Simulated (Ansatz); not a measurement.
Space group P6_3/mmc (No. 194). a = 2.950 Å, b = 2.950 Å, c = 9.688 Å, α = 90.00°, β = 90.00°, γ = 120.00°
| atom | site | symmetry | x | y | z |
| --- | --- | --- | --- | --- | --- |
| Li | 2a | -3m. | 0.0000 | 0.0000 | 0.0000 |
| Li | 2c | -6m2 | 0.3333 | 0.6667 | 0.2500 |

Equation of state of this Li structure (not necessarily the ground state), with shape and atoms relaxed at each volume where symmetry leaves them free. It has no gap at any of these volumes. Computed with DFT PBE+D3(BJ), scalar-relativistic, plane waves, PAW (Ansatz).

Settings: cutoff 420 eV, Γ-centred mesh 18×18×6 on the computed 4-atom cell, Gaussian smearing of 0.10 eV; no spin polarisation.

```json
{"V (Å³/atom)": "16.063", "E − E(largest V) (meV/atom)": "7.71", "P (GPa)": "2.48"}
{"V (Å³/atom)": "16.611", "E − E(largest V) (meV/atom)": "0.57", "P (GPa)": "1.73"}
{"V (Å³/atom)": "17.159", "E − E(largest V) (meV/atom)": "-4.19", "P (GPa)": "1.08"}
{"V (Å³/atom)": "17.706", "E − E(largest V) (meV/atom)": "-6.86", "P (GPa)": "0.51"}
{"V (Å³/atom)": "18.254", "E − E(largest V) (meV/atom)": "-7.71", "P (GPa)": "0.01"}
{"V (Å³/atom)": "18.801", "E − E(largest V) (meV/atom)": "-6.95", "P (GPa)": "-0.43"}
{"V (Å³/atom)": "19.349", "E − E(largest V) (meV/atom)": "-4.79", "P (GPa)": "-0.82"}
{"V (Å³/atom)": "20.079", "E − E(largest V) (meV/atom)": "0.00", "P (GPa)": "-1.27"}
```

Task: Fit a third-order Birch–Murnaghan equation to E(V).

Result: V0 = 18.26 Å³/atom, B0 = 16 GPa, B0' = 3.3.

This form isn't the element's structure at ambient conditions.